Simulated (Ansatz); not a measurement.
Runs of Ansatz 0.2.0 on AgBr. It takes space group Fm-3m (No. 225, cubic). Conventional cell: a = 5.740 Å, b = 5.740 Å, c = 5.740 Å, α = 90.00°, β = 90.00°, γ = 90.00°. Around Ag (site symmetry m-3m) lie 6 Br at 2.87 Å. Around Br (site symmetry m-3m) lie 6 Ag at 2.87 Å. 

| task | potentials or basis | cell | cutoff (eV) | basis error allowed | gap on the mesh (eV) | pressure (GPa) |
| --- | --- | --- | --- | --- | --- | --- |
| band structure | all-electron LAPW, inner shells corrected to Dirac's equation | as given | 214 | 0.001 eV/atom | 0.50 | -1.6 |
| relaxation of cell and atoms | all-electron LAPW, scalar-relativistic | relaxed to 30 GPa | - | 0.001 eV/atom | 0.65 | 30.0 |
| relaxation of cell and atoms | all-electron LAPW, scalar-relativistic | relaxed to 20 GPa | - | 0.001 eV/atom | (a) | 20.0 |
| relaxation of cell and atoms | all-electron LAPW, scalar-relativistic | relaxed | - | 0.001 eV/atom | 0.50 | 0.0 |
| band structure | all-electron PAW datasets made for the crystal | as given | 260 | - | 0.50 | -1.6 |
| band structure | all-electron LAPW, scalar-relativistic | as given | 214 | 0.001 eV/atom | 0.50 | -1.6 |
| relaxation of cell and atoms | all-electron LAPW, scalar-relativistic | relaxed to 10 GPa | - | 0.001 eV/atom | 0.54 | 10.0 |
| relaxation of cell and atoms | all-electron LAPW, scalar-relativistic | relaxed to 5 GPa | - | 0.001 eV/atom | 0.51 | 5.0 |

Alike in all rows: level PBEsol; no spin polarisation; k mesh 8 × 8 × 8; smearing fermi-dirac 0.05 eV.

Task: Estimate the missing entries.

Result: (a) 0.63.

A k mesh can miss the band edges, and the runs leave out spin-orbit coupling on Ag, Br.

The runs don't all hold the same shells in valence.
